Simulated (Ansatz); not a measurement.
Level of theory: DFT PBE, scalar-relativistic, plane waves, PAW (Ansatz 0.2.0). All cells share a 420 eV cutoff and Γ-centred k meshes spaced at most about 0.3 Å⁻¹ (about 0.25 or finer for metals, 2π included). No spin polarisation.

Each guess is relaxed in cell and atoms at zero pressure, on a coarse mesh first where it starts far from rest and then on a converged one. The steps can't lower the symmetry of the start, but it can rise. Energies are static (0 K, no zero-point motion).

Two unrelaxed guesses for Zr2B3:

Guess 1.

```cif
data_structure
_symmetry_space_group_name_H-M 'P6/mmm'
_symmetry_Int_Tables_number 191
_cell_length_a 3.3065
_cell_length_b 3.3065
_cell_length_c 6.2579
_cell_angle_alpha 90.000
_cell_angle_beta 90.000
_cell_angle_gamma 120.000
_cell_volume 59.25
loop_
_atom_site_label
_atom_site_type_symbol
_atom_site_symmetry_multiplicity
_atom_site_Wyckoff_symbol
_atom_site_fract_x
_atom_site_fract_y
_atom_site_fract_z
_atom_site_occupancy
Zr1 Zr 2 e 0.00000 0.00000 0.31722 1
B1 B 3 g 0.50000 0.00000 0.50000 1
```

Guess 2.

```cif
data_structure
_symmetry_space_group_name_H-M 'P6/mmm'
_symmetry_Int_Tables_number 191
_cell_length_a 3.6964
_cell_length_b 3.6964
_cell_length_c 5.1108
_cell_angle_alpha 90.000
_cell_angle_beta 90.000
_cell_angle_gamma 120.000
_cell_volume 60.48
loop_
_atom_site_label
_atom_site_type_symbol
_atom_site_symmetry_multiplicity
_atom_site_Wyckoff_symbol
_atom_site_fract_x
_atom_site_fract_y
_atom_site_fract_z
_atom_site_occupancy
Zr1 Zr 2 d 0.33333 0.66667 0.50000 1
B1 B 2 e 0.00000 0.00000 0.74045 1
B2 B 1 a 0.00000 0.00000 0.00000 1
```

Question: Do they relax into the same structure? If not, which is lower?

Answer: No. Guess 1 ends lower, by 0.63 eV/atom. Guess 1: P6/mmm at 11.9 Å³/atom → P6/mmm at 14.6 Å³/atom; Guess 2: P6/mmm at 12.1 Å³/atom → P6/mmm at 16.7 Å³/atom. Counting B atoms around Zr (those within 1.25 times the shortest such distance or 1.15 times the sum of covalent radii, 1.27 where that leaves under three), the end of guess 1 and the end of guess 2 both have Zr 6. The end of guess 1 holds B–B nets (shortest 1.79 Å); the end of guess 2 holds B–B chains (shortest 1.56 Å). End of guess 1. Conventional cell: a = 3.586 Å, c = 6.574 Å. Around Zr lie 6 B at 2.43 Å; around B lie 4 B at 1.79 Å and 4 Zr at 2.43 Å. End of guess 2. Conventional cell: a = 4.525 Å, c = 4.697 Å. Zr is surrounded by 3 Zr at 2.61 Å and 6 B at 2.73 Å; around B on a site of symmetry 6mm lie 2 B at 1.56–1.57 Å and 6 Zr at 2.73 Å; around B on a site of symmetry 6/mmm lie 2 B at 1.56 Å.

Cells without such a test can be saddle points. Shaken at random and relaxed again, the end of guess 1 falls into a cell with space group R-3m (No. 166), 197 meV/atom lower, so it is a saddle point or a shallow minimum. Neither end is the lowest form computed: that has space group P-1 (No. 2) and lies 0.60 eV/atom below the better end. Even the lowest of the cells shown lies +0.06 eV/atom against the elements. Some structure types and database cells were kept out of the candidates from the start, so a known form may be missing.
